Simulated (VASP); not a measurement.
# B (P6_3/mmc) in VASP: further runs, part 2 of 2

VASP 6.6.1.

### 3 Single point, BLYP

This run uses another cell than the first one, of 14.69 Å³/atom, 1.080 times its volume.

INCAR reads:

```
SYSTEM = B
AGGAC = 1.0
AGGAX = 1.0
ALDAC = 0.0
ALDAX = 1.0
ALGO = Normal
EDIFF = 1E-6
ENCUT = 520
GGA = B5
ISIF = 2
ISMEAR = -1
LASPH = .True.
LCHARG = .False.
LREAL = .False.
LWAVE = .False.
NBANDS = 10
NELM = 60
PREC = Accurate
SIGMA = 0.1
```

KPOINTS reads:

```
k-points
0
Gamma
  23 23 4
  0 0 0
```

POSCAR reads:

```
B
1.0
    1.7616457382      0.0000000000      0.0000000000
   -0.8808228691      1.5256299617      0.0000000000
    0.0000000000      0.0000000000     10.9309815757
B
2
Direct
    0.3333333333      0.6666666667      0.2500000000
    0.6666666667      0.3333333333      0.7500000000
```

Potentials or basis: VASP PAW PBE potentials, release 64 (B).

Command:

```bash
> cat potpaw_PBE.64/B/POTCAR > POTCAR
> mpirun -np 1 vasp_std > vasp.out
```

Run time: 54 s. Hardware: 1 thread of Intel Xeon Platinum 8375C at 2.90GHz (Ice Lake), shared host; peak memory 0.16 GiB.

The run converged. Its results:

```
Free energy            : -10.7516 eV
Pressure               : -8.8 GPa
Band gap on the k mesh : none (metal or under the smearing width)
```

Stress tensor (GPa, compression positive):
```
-13.22   0.00   0.00
  0.00 -13.22   0.00
  0.00   0.00   0.12
```

Levels at points of the mesh, in eV from the Fermi level:
```csv
k point,band 2,band 3,band 4,band 5,band 6,band 7
"(0.00, 0.00, 0.00)",-16.41,-7.19,-7.05,1.75,4.00,5.25
"(0.00, 0.00, 0.50)",-16.41,-7.12,-7.12,2.48,2.48,7.67
```

Caveat: the PAW data sets were made with another functional, which shifts forces and pressure a little; this functional lacks dispersion, which binds the layers, so the pressure and a relaxed spacing across them are unreliable.

### 4 Single point, BLYP

This run uses another cell than the first one, of 15.23 Å³/atom, 1.120 times its volume.

INCAR reads:

```
SYSTEM = B
  AGGAC = 1.0
  AGGAX = 1.0
  ALDAC = 0.0
  ALDAX = 1.0
  ALGO = Normal
  EDIFF = 1E-6
  ENCUT = 520
  GGA = B5
  ISIF = 2
  ISMEAR = -1
  LASPH = .True.
  LCHARG = .True.
  LELF = .True.
  LREAL = .False.
  LVHAR = .True.
  LWAVE = .False.
  NBANDS = 10
  NELM = 100
  PREC = Accurate
  SIGMA = 0.1
```

KPOINTS is that of step 3.

POSCAR reads:

```
B
1.0
    1.7831313403      0.0000000000      0.0000000000
   -0.8915656702      1.5442370390      0.0000000000
    0.0000000000      0.0000000000     11.0642993681
B
2
Direct
    0.3333333333      0.6666666667      0.2500000000
    0.6666666667      0.3333333333      0.7500000000
```

Potentials or basis: VASP PAW PBE potentials, release 64 (B).

Command:

```bash
> cat potpaw_PBE.64/B/POTCAR > POTCAR
> mpirun -np 1 vasp_std > vasp.out
```

OUTCAR:

```text
SYSTEM = B
   EDIFF = 1E-6
   ENCUT = 520
   GGA = B5
   ISIF = 2
   ISMEAR = -1
   LASPH = .True.
   LREAL = .False.
   NELM = 100
   PREC = Accurate

 ion  position               nearest neighbor table
   1  0.333  0.667  0.250-
   2  0.667  0.333  0.750-

  LATTYP: Found a hexagonal cell.
 ALAT       =     1.7831313403
 C/A-ratio  =     6.2049828400

  Lattice vectors:

 A1 = (   1.7831313403,   0.0000000000,   0.0000000000)
 A2 = (  -0.8915656702,   1.5442370390,   0.0000000000)
 A3 = (   0.0000000000,   0.0000000000,  11.0642993681)

Analysis of symmetry for initial positions (statically):
=====================================================================
 Subroutine PRICEL returns:
 Original cell was already a primitive cell.

 Routine SETGRP: Setting up the symmetry group for a
 hexagonal supercell.

 Subroutine GETGRP returns: Found 24 space group operations
 (whereof 12 operations were pure point group operations)
 out of a pool of 24 trial point group operations.

The static configuration has the point symmetry D_3d.
 The point group associated with its full space group is D_6h.
[... 171 lines left out ...]
  band No.  band energies     occupation
      1     -13.9308      2.00000
      2     -13.9248      2.00000
      3      -4.7481      2.00000
      4      -4.6203      2.00000
      5       4.0471      0.00000
      6       6.2397      0.00000
      7       7.4326      0.00000
      8      12.1906      0.00000
      9      15.7526      0.00000
     10      22.3719      0.00000
[... 287 lines left out ...]
 k-point    24 :       0.0870    0.0870    0.0000
  band No.  band energies     occupation
      1     -12.9584      2.00000
      2     -12.9532      2.00000
      3      -3.3897      2.00000
      4      -3.2653      2.00000
      5       5.3709      0.00000
      6       7.6337      0.00000
      7       8.5904      0.00000
      8      13.5238      0.00000
      9      16.2631      0.00000
     10      20.0338      0.00000

 [... further k-points ...]

------------------------ aborting loop because EDIFF is reached ----------------------------------------

  FORCE on cell =-STRESS in cart. coord.  units (eV):
  Direction    XX          YY          ZZ          XY          YZ          ZX
  --------------------------------------------------------------------------------------
  -------------------------------------------------------------------------------------
  Total       -3.2840855     -3.2840855      0.0179019      0.0000000      0.0000000      0.0000000
  in kB     -172.7045658   -172.7045658      0.9414293      0.0000000      0.0000000      0.0000000
  external PRESSURE =    -114.8225674 kB  Pullay stress =       0.0000000 kB

 VOLUME and BASIS-vectors are now :
 -----------------------------------------------------------------------------
  energy-cutoff  :      520.00
  volume of cell :       30.47
      direct lattice vectors                 reciprocal lattice vectors
     1.783131340  0.000000000  0.000000000     0.560811185  0.323784489  0.000000000
    -0.891565670  1.544237039  0.000000000     0.000000000  0.647568977  0.000000000
     0.000000000  0.000000000 11.064299368     0.000000000  0.000000000  0.090380779

 POSITION                                       TOTAL-FORCE (eV/Angst)
 -----------------------------------------------------------------------------------
     -0.00000      1.02949      2.76607         0.000000     -0.000000      0.000000
      0.89157      0.51475      8.29822        -0.000000      0.000000      0.000000
 -----------------------------------------------------------------------------------
    total drift:                                0.000000     -0.000000      0.000000

  FREE ENERGIE OF THE ION-ELECTRON SYSTEM (eV)
  ---------------------------------------------------
  free  energy   TOTEN  =       -10.6826849379 eV

  energy  without entropy=      -10.6529191746  energy(sigma->0) =      -10.66780206
```

Wall time 58 s (1 thread of Intel Xeon Platinum 8375C at 2.90GHz (Ice Lake), shared host); peak memory 0.16 GiB.

Results:

* Free energy: -10.6827 eV
* Pressure: -11.5 GPa
* Band gap on the k mesh: none (metal or under the smearing width)

Stress tensor (GPa, compression positive):
```
-17.27   0.00   0.00
  0.00 -17.27   0.00
  0.00   0.00   0.09
```

Caveat: the PAW data sets were made with another functional, which shifts forces and pressure a little.

### 5 Single point, BLYP

This run uses another cell than the first one, of 14.15 Å³/atom, 1.040 times its volume.

INCAR reads:

```
PREC     = Accurate       # precision mode
ENCUT    = 520            # plane-wave cutoff, eV
EDIFF    = 1E-7           # SCF threshold, eV
ISMEAR   = -1             # smearing method
SIGMA    = 0.1            # smearing width, eV
LREAL    = False          # projectors in reciprocal space
LASPH    = True           # aspherical terms in the spheres
NELM     = 100            # most SCF steps
ALGO     = Normal         # electronic algorithm
ISIF     = 2              # what is computed and relaxed
LWAVE    = False          # write WAVECAR
LCHARG   = False          # write CHGCAR
GGA      = B5             # functional
ALDAX    = 1.0          
AGGAX    = 1.0          
AGGAC    = 1.0          
ALDAC    = 0.0          
NBANDS   = 10             # bands
```

KPOINTS reads:

```
Automatic mesh
0
Gamma
  23 23 4
```

POSCAR reads:

```
B
1.0
    1.7396228578      0.0000000000      0.0000000000
   -0.8698114289      1.5065575878      0.0000000000
    0.0000000000      0.0000000000     10.7943299806
B
2
Direct
    0.3333333333      0.6666666667      0.2500000000
    0.6666666667      0.3333333333      0.7500000000
```

Command:

```bash
> cat potpaw_PBE.64/B/POTCAR > POTCAR
> mpirun -np 1 vasp_std > vasp.out
```

Run time: 71 s. Hardware: 1 thread of Intel Xeon Platinum 8375C at 2.90GHz (Ice Lake), shared host; peak memory 0.15 GiB.

Results (log left out):

```
Free energy            : -10.7997 eV
Pressure               : -5.3 GPa
Band gap on the k mesh : none (metal or under the smearing width)
```

Stress tensor (GPa, compression positive):
```
-8.06  0.00  0.00
 0.00 -8.06  0.00
 0.00  0.00  0.08
```

Levels at points of the mesh, in eV from the Fermi level:
```csv
k point,band 2,band 3,band 4,band 5,band 6,band 7
"(0.00, 0.00, 0.00)",-16.69,-7.44,-7.30,1.65,3.96,5.26
"(0.00, 0.00, 0.50)",-16.70,-7.37,-7.37,2.40,2.40,7.75
```

Caveat: the PAW data sets were made with another functional, which shifts forces and pressure a little; this functional lacks dispersion, which binds the layers, so the pressure and a relaxed spacing across them are unreliable.

### 6 The runs side by side

```csv
cell,k mesh,gap on the mesh (eV),pressure (GPa)
"P6_3/mmc, 13.6 Å³/atom",34 × 34 × 5,none,-0.8
"P6_3/mmc, 14.69 Å³/atom",23 × 23 × 4,none,-8.8
"P6_3/mmc, 15.23 Å³/atom",23 × 23 × 4,none,-11.5
"P6_3/mmc, 14.15 Å³/atom",23 × 23 × 4,none,-5.3
```

Alike in all rows: task single point; level BLYP; potentials or basis VASP PAW PBE potentials, release 64 (B); no spin polarisation; cutoff (eV) 520; smearing fermi-dirac 0.1 eV.

Every run on the cell as given and a fine mesh finds a metal.

Caveats: the PAW data sets were made with another functional, which shifts forces and pressure a little; this functional lacks dispersion, which binds the layers, so the pressure and a relaxed spacing across them are unreliable (some runs).

Total energies depend on the potentials used, so only differences within one code and one set of settings carry meaning.
